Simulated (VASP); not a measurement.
## YN (strained rocksalt): one PBE single-point calculation in two programs

```yaml
crystal:
  lattice:
    - [0.00000, 2.37461, 2.37461]
    - [2.37461, 0.00000, 2.37461]
    - [2.37461, 2.37461, 0.00000]
  atoms:
    - { symbol: Y, position: [0.00000, 0.00000, 0.00000] }
    - { symbol: N, position: [0.50000, 0.50000, 0.50000] }
```

Datasets and cutoffs are each program's own. VASP's cell holds 16 valence electrons and Ansatz's 16. Ansatz's stress includes a Pulay correction; VASP's doesn't.

Cutoffs: 520 eV in VASP, 420 eV in Ansatz. k meshes: 10×10×10 and 10×10×10.

```csv
,VASP,Ansatz
gap between bands v and c,0.02 eV,0.03 eV
least direct gap,0.33 eV,0.33 eV
pressure,18.8 GPa,19.0 GPa
```

Band v is the last that the valence electrons fill when counted band by band, and c is the next. Levels in eV from the top of v, Ansatz:

```json
{"point": "Γ", "v−1": "0.00", "v": "0.00", "c": "3.27", "c+1": "3.27"}
{"point": "X", "v−1": "-0.30", "v": "-0.30", "c": "0.03", "c+1": "7.43"}
{"point": "K", "v−1": "-1.46", "v": "-1.38", "c": "2.53", "c+1": "6.74"}
{"point": "L", "v−1": "-2.50", "v": "-2.50", "c": "6.16", "c+1": "6.91"}
{"point": "W", "v−1": "-1.46", "v": "-1.46", "c": "4.22", "c+1": "4.22"}
```

VASP:

| point | v−1 | v | c | c+1 |
| --- | --- | --- | --- | --- |
| Γ | 0.00 | 0.00 | 3.27 | 3.27 |
| X | -0.30 | -0.30 | 0.02 | 7.42 |
| K | -1.46 | -1.38 | 2.53 | 6.74 |
| L | -2.49 | -2.49 | 6.16 | 6.91 |
| W | -1.46 | -1.46 | 4.22 | 4.22 |
